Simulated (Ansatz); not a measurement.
Band table of Au

```
Au
1.0
     2.90000    0.00000    0.00000
    -1.45000    2.51147    0.00000
     0.00000    0.00000    4.88000
Au
2
Direct
  0.33333 0.66667 0.75000
  0.66667 0.33333 0.25000
```

Atoms are numbered in the order listed.

The cell is COD entry 1545302, as deposited and not checked against the literature; nothing was relaxed.

Spin–orbit coupling is left out, though it moves levels of the heavy atoms by tenths of an eV or more.

Computed with DFT, PBE, all-electron LAPW, scalar-relativistic in Ansatz 0.2.0.

The runs use a Γ-centred 14×14×8 k mesh, Fermi–Dirac smearing of 0.03 eV, basis error target 0.5 meV/atom, no spin polarisation.

Path points, in fractions of the reciprocal vectors: Γ (0.000, 0.000, 0.000), M (0.500, 0.000, 0.000), K (0.333, 0.333, 0.000), A (0.000, 0.000, 0.500), L (0.500, 0.000, 0.500), H (0.333, 0.333, 0.500). Levels in eV from the Fermi level; bands 33 to 48, counted from the lowest band of the run. The gap is zero.

```
# k(1/Å) point b33 b34 b35 b36 b37 b38 b39 b40 b41 b42 b43 b44 b45 b46 b47 b48
0.000 Γ -9.43 -7.03 -4.64 -4.37 -4.37 -4.08 -4.08 -3.41 -3.41 -2.15 -2.15 -0.97 2.47 14.57 15.60 16.65
0.156 - -9.31 -6.93 -4.68 -4.34 -4.29 -4.12 -4.01 -3.50 -3.46 -2.62 -2.13 -0.36 2.47 14.62 15.76 16.40
0.313 - -8.96 -6.66 -4.80 -4.30 -4.14 -4.06 -3.83 -3.79 -3.59 -3.17 -2.08 0.71 2.48 13.93 15.79 16.15
0.469 - -8.41 -6.31 -4.91 -4.44 -4.39 -3.89 -3.76 -3.70 -3.48 -3.46 -2.03 1.90 2.52 11.87 14.75 16.21
0.625 - -7.74 -6.12 -4.94 -4.82 -4.53 -3.93 -3.71 -3.45 -3.24 -3.03 -1.99 2.65 3.15 9.53 13.40 15.17
0.782 - -7.11 -6.18 -5.39 -4.59 -4.36 -4.10 -3.91 -2.81 -2.73 -2.57 -1.96 2.97 4.43 7.20 12.17 13.29
0.938 - -6.71 -6.33 -5.73 -4.33 -4.23 -4.06 -3.96 -2.28 -2.13 -1.94 -1.92 3.60 4.97 5.66 10.74 11.16
1.095 - -6.55 -6.45 -5.93 -4.31 -4.16 -4.05 -3.64 -1.95 -1.94 -1.80 -0.73 2.90 4.64 6.68 8.48 10.49
1.251 M -6.52 -6.49 -6.00 -4.34 -4.20 -3.93 -3.52 -1.94 -1.84 -1.67 0.37 1.50 5.64 7.07 7.14 10.25
1.341 - -6.49 -6.45 -5.99 -4.35 -4.20 -3.93 -3.57 -1.95 -1.85 -1.72 0.44 1.53 5.71 7.02 7.20 10.11
1.431 - -6.38 -6.35 -5.98 -4.39 -4.21 -3.91 -3.71 -2.00 -1.88 -1.85 0.64 1.58 5.91 6.87 7.39 9.78
1.522 - -6.22 -6.18 -5.95 -4.44 -4.23 -3.92 -3.87 -2.08 -2.02 -1.93 0.92 1.66 6.24 6.57 7.69 9.41
1.612 - -6.01 -5.98 -5.92 -4.49 -4.27 -4.16 -3.82 -2.21 -2.16 -2.00 1.27 1.73 6.08 6.70 8.10 9.15
1.702 - -5.89 -5.78 -5.76 -4.53 -4.40 -4.31 -3.76 -2.37 -2.23 -2.08 1.64 1.81 5.45 7.26 8.58 9.04
1.793 - -5.87 -5.56 -5.54 -4.62 -4.56 -4.37 -3.68 -2.48 -2.29 -2.17 1.91 2.01 4.75 7.92 9.08 9.13
1.883 - -5.86 -5.42 -5.37 -4.79 -4.54 -4.43 -3.61 -2.49 -2.32 -2.28 2.05 2.30 4.12 8.65 9.25 9.74
1.973 K -5.86 -5.34 -5.34 -4.84 -4.50 -4.50 -3.59 -2.41 -2.41 -2.33 2.28 2.28 3.82 9.38 9.54 9.54
2.154 - -5.84 -5.55 -5.33 -4.87 -4.60 -4.32 -3.69 -2.69 -2.30 -2.09 1.15 3.08 4.61 7.27 8.90 10.48
2.334 - -5.82 -5.75 -5.39 -5.14 -4.62 -4.08 -3.95 -3.01 -2.22 -1.94 -0.18 4.07 5.85 6.11 7.26 11.89
2.515 - -6.37 -5.52 -5.47 -5.35 -4.53 -4.25 -3.83 -3.35 -2.18 -2.14 -1.36 3.52 5.62 7.04 7.99 13.74
2.695 - -7.22 -5.67 -5.29 -5.13 -4.45 -4.34 -3.67 -3.61 -2.74 -2.35 -2.08 2.86 4.02 9.29 10.08 14.96
2.876 - -8.09 -6.08 -5.09 -4.57 -4.43 -4.06 -3.96 -3.42 -3.41 -3.12 -2.06 2.50 2.57 11.76 12.18 16.14
3.056 - -8.80 -6.54 -4.86 -4.28 -4.18 -3.94 -3.92 -3.76 -3.67 -3.22 -2.08 1.07 2.49 13.98 14.21 16.38
3.237 - -9.27 -6.90 -4.69 -4.33 -4.26 -4.14 -3.98 -3.51 -3.49 -2.72 -2.12 -0.21 2.47 14.63 15.81 16.23
3.418 Γ -9.43 -7.03 -4.64 -4.37 -4.37 -4.08 -4.08 -3.41 -3.41 -2.15 -2.15 -0.97 2.47 14.57 15.60 16.65
3.498 - -9.40 -7.04 -4.65 -4.37 -4.37 -4.09 -4.09 -3.39 -3.39 -2.15 -2.15 -1.22 2.77 14.47 15.67 16.58
3.578 - -9.30 -7.04 -4.67 -4.39 -4.39 -4.11 -4.11 -3.33 -3.33 -2.17 -2.17 -1.78 3.52 14.26 15.80 16.38
3.659 - -9.15 -7.06 -4.70 -4.42 -4.42 -4.15 -4.15 -3.23 -3.23 -2.44 -2.19 -2.19 4.49 13.99 15.80 16.09
3.739 - -8.94 -7.10 -4.73 -4.44 -4.44 -4.20 -4.20 -3.11 -3.11 -3.08 -2.23 -2.23 5.57 13.66 15.57 15.78
3.820 - -8.69 -7.18 -4.76 -4.45 -4.45 -4.26 -4.26 -3.64 -2.97 -2.97 -2.29 -2.29 6.72 13.18 15.21 15.47
3.900 - -8.40 -7.32 -4.77 -4.45 -4.45 -4.31 -4.31 -4.09 -2.84 -2.84 -2.37 -2.37 7.91 12.44 14.93 15.20
3.981 - -8.09 -7.53 -4.73 -4.43 -4.43 -4.42 -4.36 -4.36 -2.70 -2.70 -2.46 -2.46 9.12 11.45 14.82 14.99
4.061 A -7.79 -7.79 -4.62 -4.62 -4.40 -4.40 -4.40 -4.40 -2.58 -2.58 -2.58 -2.58 10.31 10.31 14.85 14.85
4.218 - -7.68 -7.68 -4.73 -4.73 -4.39 -4.39 -4.33 -4.33 -2.59 -2.59 -2.53 -2.53 10.38 10.38 14.93 14.93
4.374 - -7.35 -7.35 -4.93 -4.93 -4.43 -4.43 -4.14 -4.14 -2.62 -2.62 -2.40 -2.40 10.57 10.57 14.80 14.80
4.530 - -6.91 -6.91 -5.11 -5.11 -4.47 -4.47 -3.85 -3.85 -2.64 -2.64 -2.20 -2.20 10.77 10.77 13.52 13.52
4.687 - -6.55 -6.55 -5.24 -5.24 -4.29 -4.29 -3.55 -3.55 -2.59 -2.59 -1.97 -1.97 10.34 10.34 12.31 12.31
4.843 - -6.47 -6.47 -5.37 -5.37 -3.68 -3.68 -3.36 -3.36 -2.40 -2.40 -1.66 -1.66 8.61 8.61 12.31 12.31
4.999 - -6.53 -6.53 -5.50 -5.50 -3.31 -3.31 -2.92 -2.92 -2.10 -2.10 -1.11 -1.11 6.58 6.58 12.63 12.63
5.156 - -6.61 -6.61 -5.59 -5.59 -3.30 -3.30 -2.47 -2.47 -1.84 -1.84 -0.15 -0.15 4.73 4.73 12.90 12.90
5.312 L -6.64 -6.64 -5.62 -5.62 -3.31 -3.31 -2.35 -2.35 -1.74 -1.74 0.54 0.54 3.77 3.77 13.01 13.01
5.402 - -6.61 -6.61 -5.60 -5.60 -3.36 -3.36 -2.36 -2.36 -1.81 -1.81 0.69 0.69 3.78 3.78 12.89 12.89
5.493 - -6.51 -6.51 -5.55 -5.55 -3.51 -3.51 -2.45 -2.45 -1.94 -1.94 1.07 1.07 3.81 3.81 12.03 12.03
5.583 - -6.37 -6.37 -5.46 -5.46 -3.72 -3.72 -2.66 -2.66 -2.00 -2.00 1.59 1.59 3.86 3.86 10.97 10.97
5.673 - -6.19 -6.19 -5.33 -5.33 -3.95 -3.95 -2.92 -2.92 -2.02 -2.02 2.17 2.17 3.94 3.94 9.86 9.86
5.764 - -6.00 -6.00 -5.19 -5.19 -4.18 -4.18 -3.18 -3.18 -2.03 -2.03 2.78 2.78 4.06 4.06 8.76 8.76
5.854 - -5.83 -5.83 -5.07 -5.07 -4.34 -4.34 -3.39 -3.39 -2.06 -2.06 3.37 3.37 4.24 4.24 7.70 7.70
5.944 - -5.70 -5.70 -5.04 -5.04 -4.39 -4.39 -3.52 -3.52 -2.08 -2.08 3.84 3.84 4.47 4.47 6.80 6.80
6.034 H -5.65 -5.65 -5.05 -5.05 -4.39 -4.39 -3.56 -3.56 -2.10 -2.10 4.11 4.11 4.54 4.54 6.39 6.39
6.215 - -5.78 -5.78 -5.00 -5.00 -4.39 -4.39 -3.55 -3.55 -2.02 -2.02 2.75 2.75 5.25 5.25 7.37 7.37
6.395 - -5.95 -5.95 -5.00 -5.00 -4.37 -4.37 -3.63 -3.63 -1.90 -1.90 0.93 0.93 6.60 6.60 8.93 8.93
6.576 - -6.05 -6.05 -5.02 -5.02 -4.58 -4.58 -3.57 -3.57 -1.93 -1.93 -0.65 -0.65 8.40 8.40 10.56 10.56
6.757 - -6.21 -6.21 -5.13 -5.13 -4.73 -4.73 -3.47 -3.47 -2.24 -2.24 -1.67 -1.67 10.25 10.25 11.93 11.93
6.937 - -6.65 -6.65 -5.17 -5.17 -4.62 -4.62 -3.66 -3.66 -2.59 -2.59 -2.08 -2.08 10.88 10.88 13.45 13.45
7.118 - -7.21 -7.21 -4.99 -4.99 -4.47 -4.47 -4.04 -4.04 -2.63 -2.63 -2.34 -2.34 10.65 10.65 14.86 14.86
7.298 - -7.64 -7.64 -4.75 -4.75 -4.39 -4.39 -4.31 -4.31 -2.59 -2.59 -2.51 -2.51 10.41 10.41 14.94 14.94
7.479 A -7.79 -7.79 -4.62 -4.62 -4.40 -4.40 -4.40 -4.40 -2.58 -2.58 -2.58 -2.58 10.31 10.31 14.85 14.85
```
